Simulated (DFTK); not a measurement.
TaS2, 3 atoms in the cell. Symmetry: P-3m1, No. 164, trigonal system. Conventional cell: a = 3.350 Å, b = 3.350 Å, c = 5.860 Å, α = 90.00°, β = 90.00°, γ = 120.00°. Ta (site symmetry -3m) is surrounded by 6 S at 2.43 Å. S (site symmetry 3m) has 3 Ta at 2.43 Å as nearest neighbours. 

- Program: DFTK 0.8.2
- Task: equation of state
- Functional: PBEsol
- Potentials or basis: dojo.nc.sr.pbesol.v0_4_1.standard.upf (PBEsol)
- Cutoff: 952 eV
- k mesh: 9 × 9 × 5
- Occupations: fermi-dirac, width 0.05 eV
- Spin: no spin polarisation
- Valence electrons: S 6, Ta 13
- Volume scales: [0.94, 0.96, 0.98, 1.0, 1.02, 1.04, 1.06]
- SCF tolerance on the density: 1e-06

Potentials or basis: dojo.nc.sr.pbesol.v0_4_1.standard.upf (PBEsol).

Launch:

```sh
$ julia --threads=1 run.jl  # save.jl only writes the numbers to a file and isn't shown; printed stress counts tension as positive; times include loading and compiling
```

Hardware: 1 thread of Intel(R) Xeon(R) Platinum 8259CL CPU @ 2.50GHz (Skylake/Cascade Lake), on a shared host.

Estimate the wall time of this run.

Run time: 37 min on 1 thread of Intel(R) Xeon(R) Platinum 8259CL CPU @ 2.50GHz (Skylake/Cascade Lake), with other jobs on the host, peak memory 2.8 GiB. Counts: scf iterations 70, bands 17.
